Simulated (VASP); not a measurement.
# BaTiO3 (Barioperovskite) (Amm2) in VASP: a series of runs, part 2 of 2

VASP 6.6.1. The steps go on from the part before.

## (5) Relaxation of shape and atoms at fixed volume, PBEsol (a relaxed cell with its volume scaled by 0.96)

The input, INCAR:

```
  PREC = Accurate
  ENCUT = 600
  EDIFF = 1E-7
  ISMEAR = 1
  SIGMA = 0.1
  LREAL = False
  LASPH = True
  NELM = 80
  ALGO = Normal
  ISIF = 4
  LWAVE = False
  LCHARG = False
  GGA = PS
  IBRION = 2
  NSW = 40
  EDIFFG = -0.01
  KPAR = 2
```

The input, KPOINTS:

```
regular mesh
0
Gamma
  10 10 10
```

The input, POSCAR:

```
BaTiO3                                  
1.0
    3.9064318514      0.0000000000      0.0000000000
    0.0000000000      2.8026304286      2.8137634535
    0.0000000000     -2.8026304286      2.8137634535
  Ba              Ti              O             
     1     1     3
Direct
     0.0000000000000000    0.0068107302017602    0.0068107302017602
     0.5000000000000000    0.5208048121548586    0.5208048121548586
     0.0000000000000000    0.4914929918453705    0.4914929918453705
     0.5000000000000000    0.4940483619510929    0.9837231038469222
     0.5000000000000000    0.9837231038469222    0.4940483619510929
```

Potentials or basis: VASP PAW PBE potentials, release 64 (Ba_sv, Ti_sv, O).

Command:

```sh
$ cat potpaw_PBE.64/Ba_sv/POTCAR potpaw_PBE.64/Ti_sv/POTCAR potpaw_PBE.64/O/POTCAR > POTCAR
$ mpirun -np 2 vasp_std > vasp.out
```

OUTCAR:

```text
PREC = Accurate
   ENCUT = 600
   EDIFF = 1E-7
   ISMEAR = 1
   LREAL = False
   LASPH = True
   NELM = 80
   ISIF = 4
   GGA = PS
   IBRION = 2
   NSW = 40
   EDIFFG = -0.01

 ion  position               nearest neighbor table
   1  0.000  0.007  0.007-   3 2.73   4 2.75   5 2.75   4 2.75   5 2.75   3 2.80   3 2.80   5 2.82
                             4 2.82   5 2.82   4 2.82   3 2.90   2 3.36   2 3.36   2 3.42   2 3.42
   2  0.500  0.521  0.521-   4 1.84   5 1.84   3 1.96   3 1.96   5 2.14   4 2.14   1 3.36   1 3.36
                             1 3.42   1 3.42   1 3.42   1 3.42   1 3.49   1 3.49
   3  0.000  0.491  0.491-   2 1.96   2 1.96   1 2.73   1 2.80   1 2.80   1 2.90
   4  0.500  0.494  0.984-   2 1.84   2 2.14   1 2.75   1 2.75   1 2.82   1 2.82
   5  0.500  0.984  0.494-   2 1.84   2 2.14   1 2.75   1 2.75   1 2.82   1 2.82

  LATTYP: Found a base centered orthorhombic cell.
 ALAT       =     5.6052608572
 B/A-ratio  =     1.0039723485
 C/A-ratio  =     0.6969224004

  Lattice vectors:

 A1 = (   0.0000000000,   2.8026304286,  -2.8137634535)
 A2 = (   0.0000000000,   2.8026304286,   2.8137634535)
 A3 = (   3.9064318514,   0.0000000000,   0.0000000000)

Analysis of symmetry for initial positions (statically):
=====================================================================
 Subroutine PRICEL returns:
 Original cell was already a primitive cell.

 Routine SETGRP: Setting up the symmetry group for a
 base centered orthorhombic supercell.

 Subroutine GETGRP returns: Found  4 space group operations
 (whereof  4 operations were pure point group operations)
 out of a pool of  8 trial point group operations.

The static configuration has the point symmetry C_2v.

Analysis of symmetry for dynamics (positions and initial velocities):
=====================================================================
 Subroutine PRICEL returns:
 Original cell was already a primitive cell.

 Routine SETGRP: Setting up the symmetry group for a
 base centered orthorhombic supercell.

[... 141 lines left out ...]
 conjugate gradient relaxation of ions
 non-spin polarized calculation
 Methfessel and Paxton  Order N= 1 SIGMA  =   0.10
  energy-cutoff  :      600.00
  volume of cell :       61.61
 maximum number of plane-waves:      2078
 NGX is ok and might be reduce to    32
   NGX = 15   NGY = 15   NGZ = 15

--------------------------------------- Ionic step        1  -------------------------------------------

 number of electron      40.0000000 magnetization

 Free energy of the ion-electron system (eV)
  ---------------------------------------------------
  ext. energy  EPLUGINS =         0.00000000
  ---------------------------------------------------
  free energy    TOTEN  =       -41.94775174 eV

  energy without entropy =      -41.94869350  energy(sigma->0) =      -41.94806566

------------------------ aborting loop because EDIFF is reached ----------------------------------------

  FORCE on cell =-STRESS in cart. coord.  units (eV):
  Direction    XX          YY          ZZ          XY          YZ          ZX
  --------------------------------------------------------------------------------------
  -------------------------------------------------------------------------------------
  Total        3.0063486      3.0509640      2.8971892      0.0000000      0.0000000      0.0000000
  in kB       78.1783066     79.3385035     75.3396816      0.0000000      0.0000000      0.0000000
  external PRESSURE =      77.6188306 kB  Pullay stress =       0.0000000 kB
[... 299 lines left out ...]
--------------------------------------- Ionic step        9  -------------------------------------------

 number of electron      40.0000000 magnetization

 Free energy of the ion-electron system (eV)
  ---------------------------------------------------
  ext. energy  EPLUGINS =         0.00000000
  ---------------------------------------------------
  free energy    TOTEN  =       -41.96484058 eV

  energy without entropy =      -41.96602455  energy(sigma->0) =      -41.96523524

 E-fermi :   4.0051     XC(G=0): -11.7244

 val. band max:        4.0011266675   @ k =   0.5000   0.5000   0.5000
 cond. band min:       5.9221756524   @ k =   0.0000   0.0000   0.0000
 fundamental gap:      1.9210489849
 Fermi energy:         4.0050560874

 k-point     1 :       0.0000    0.0000    0.0000
  band No.  band energies     occupation
      1     -52.1097      2.00000
      2     -28.4791      2.00000
      3     -28.4763      2.00000
      4     -28.4608      2.00000
      5     -20.6843      2.00000
      6     -12.8980      2.00000
[... 637 lines left out ...]
     23       7.9718      0.00000
     24       9.0947      0.00000

 [... further k-points ...]

------------------------ aborting loop because EDIFF is reached ----------------------------------------

  FORCE on cell =-STRESS in cart. coord.  units (eV):
  Direction    XX          YY          ZZ          XY          YZ          ZX
  --------------------------------------------------------------------------------------
  -------------------------------------------------------------------------------------
  Total        2.2170724      2.1872767      2.1874273      0.0000000      0.0000000      0.0000000
  in kB       57.6536483     56.8788290     56.8827452      0.0000000      0.0000000      0.0000000
  external PRESSURE =      57.1384075 kB  Pullay stress =       0.0000000 kB
[... 20 lines left out ...]
  FREE ENERGIE OF THE ION-ELECTRON SYSTEM (eV)
  ---------------------------------------------------
  free  energy   TOTEN  =       -41.9648405798 eV

  energy  without entropy=      -41.9660245533  energy(sigma->0) =      -41.96523524

 reached required accuracy - stopping structural energy minimisation
```

It took 6.4 min on 2 MPI ranks of AMD EPYC 9R45 (Zen 5), shared host; peak memory 0.43 GiB.

What came out:

| Quantity | Value |
| --- | --- |
| Free energy | -41.9648 eV |
| Energy gained by relaxing | 3.4 meV/atom |
| Ionic steps | 9 |
| Pressure after relaxing | 5.7 GPa |
| Largest force after relaxing | 0.005 eV/Å |
| Band gap on the k mesh | 1.92 eV, indirect (least direct gap 2.11 eV) |

Forces on the atoms (eV/Å):
```
Ba   0.000  0.000  0.002
Ti   0.000  0.000 -0.002
O    0.000  0.000  0.004
O    0.000 -0.004 -0.002
O    0.000  0.004 -0.002
```

Stress tensor (GPa, compression positive):
```
5.77 0.00 0.00
0.00 5.69 0.00
0.00 0.00 5.69
```

Step by step:
```tsv
step	energy change (eV)	largest force (eV/Å)	pressure (GPa)
1	0.0000	0.3939	7.76
2	-0.0115	0.1131	6.60
3	-0.0121	0.0943	6.30
4	-0.0152	0.0864	6.09
5	-0.0160	0.0789	5.95
6	-0.0168	0.0372	5.85
7	-0.0170	0.0249	5.75
8	-0.0170	0.0236	5.76
9	-0.0171	0.0048	5.71
```

Final structure:
```cif
data_structure
_symmetry_space_group_name_H-M 'P 1'
_symmetry_Int_Tables_number 1
_cell_length_a 3.9355
_cell_length_b 3.9567
_cell_length_c 3.9567
_cell_angle_alpha 89.938
_cell_angle_beta 90.000
_cell_angle_gamma 90.000
_cell_volume 61.61
loop_
_atom_site_label
_atom_site_type_symbol
_atom_site_fract_x
_atom_site_fract_y
_atom_site_fract_z
_atom_site_occupancy
Ba1 Ba 0.00000 0.00316 0.00316 1
Ti1 Ti 0.50000 0.51228 0.51228 1
O1 O 0.00000 0.49460 0.49460 1
O2 O 0.50000 0.49561 0.99123 1
O3 O 0.50000 0.99123 0.49561 1
```

Caveat: the PAW data sets were made with another functional, which shifts forces and pressure a little; spin-orbit coupling is left out, which moves the levels of the heavy elements.

## (6) Relaxation of shape and atoms at fixed volume, PBEsol (a relaxed cell with its volume scaled by 0.98)

INCAR is that of step 5.

KPOINTS is that of step 5.

Changes to POSCAR since step 5:

```diff
@@ -2,5 +2,5 @@
 1.0
-    3.9064318514      0.0000000000      0.0000000000
-    0.0000000000      2.8026304286      2.8137634535
-    0.0000000000     -2.8026304286      2.8137634535
+    3.9333736121      0.0000000000      0.0000000000
+    0.0000000000      2.8219595251      2.8331693320
+    0.0000000000     -2.8219595251      2.8331693320
   Ba              Ti              O
```

Potentials or basis: VASP PAW PBE potentials, release 64 (Ba_sv, Ti_sv, O).

Command:

```sh
$ cat potpaw_PBE.64/Ba_sv/POTCAR potpaw_PBE.64/Ti_sv/POTCAR potpaw_PBE.64/O/POTCAR > POTCAR
$ mpirun -np 2 vasp_std > vasp.out
```

Run time: 5.1 min. Hardware: 2 MPI ranks of AMD EPYC 9R45 (Zen 5), shared host; peak memory 0.43 GiB.

It converged, with:

* Free energy: -42.0002 eV
* Energy gained by relaxing: 0.9 meV/atom
* Ionic steps: 7
* Pressure after relaxing: 2.6 GPa
* Largest force after relaxing: 0.008 eV/Å
* Band gap on the k mesh: 2.00 eV, indirect (least direct gap 2.29 eV)

Forces on the atoms (eV/Å):
```
Ba   0.000  0.000 -0.004
Ti   0.000  0.000  0.006
O    0.000  0.000  0.004
O    0.000 -0.007 -0.003
O    0.000  0.007 -0.003
```

The path:
| step | energy change (eV) | largest force (eV/Å) | pressure (GPa) |
| --- | --- | --- | --- |
| 1 | 0.0000 | 0.1917 | 3.66 |
| 2 | -0.0029 | 0.0645 | 3.09 |
| 3 | -0.0032 | 0.0439 | 2.89 |
| 4 | -0.0040 | 0.0419 | 2.77 |
| 5 | -0.0042 | 0.0401 | 2.68 |
| 6 | -0.0044 | 0.0200 | 2.63 |
| 7 | -0.0044 | 0.0076 | 2.58 |

Final structure:
```
CELL_PARAMETERS angstrom
3.94999 0.00000 0.00000
0.00000 2.81860 2.82461
0.00000 -2.81860 2.82461
ATOMIC_POSITIONS crystal
Ba 0.00000 0.00503 0.00503
Ti 0.50000 0.51679 0.51679
O 0.00000 0.49289 0.49289
O 0.50000 0.49480 0.98738
O 0.50000 0.98738 0.49480
```

Levels at points of the mesh, in eV from the valence-band top:
| k point | band 18 | band 19 | band 20 | band 21 | band 22 | band 23 |
| --- | --- | --- | --- | --- | --- | --- |
| (0.00, 0.00, 0.00) | -0.37 | -0.36 | -0.29 | 2.00 | 2.15 | 2.21 |
| (0.50, 0.00, 0.00) | -1.70 | -1.02 | -0.91 | 2.35 | 3.71 | 3.81 |
| (0.00, 0.50, 0.00) | -1.78 | -0.87 | -0.76 | 2.23 | 3.74 | 3.76 |
| (0.50, 0.50, 0.00) | -0.91 | -0.89 | -0.09 | 3.78 | 3.78 | 4.15 |
| (0.00, 0.50, 0.50) | -0.90 | -0.86 | -0.19 | 3.74 | 3.77 | 4.11 |
| (0.50, 0.50, 0.50) | -0.10 | -0.01 | 0.00 | 4.37 | 4.40 | 4.46 |

Caveat: the PAW data sets were made with another functional, which shifts forces and pressure a little; spin-orbit coupling is left out, which moves the levels of the heavy elements. A k mesh can miss the band edges.

## (7) Summary

| task | cell | gap on the mesh (eV) | pressure (GPa) | largest force (eV/Å) |
| --- | --- | --- | --- | --- |
| relaxation of cell and atoms | relaxed | 2.10 | 0.0 | - |
| relaxation of shape and atoms at fixed volume | atoms relaxed at fixed volume from: a relaxed cell with its volume scaled by 0.94 | 1.85 | 9.5 | 0.01 |
| relaxation of shape and atoms at fixed volume | atoms relaxed at fixed volume from: a relaxed cell with its volume scaled by 0.96 | 1.92 | 5.7 | - |
| relaxation of shape and atoms at fixed volume | atoms relaxed at fixed volume from: a relaxed cell with its volume scaled by 0.98 | 2.00 | 2.6 | 0.01 |

Alike in all rows: level PBEsol; potentials or basis VASP PAW PBE potentials, release 64 (Ba_sv, Ti_sv, O); no spin polarisation; k mesh 10 × 10 × 10; cutoff (eV) 600; smearing methfessel-paxton 0.1 eV.

Caveats: the PAW data sets were made with another functional, which shifts forces and pressure a little; spin-orbit coupling is left out, which moves the levels of the heavy elements.

Total energies depend on the potentials used, so only differences within one code and one set of settings carry meaning.
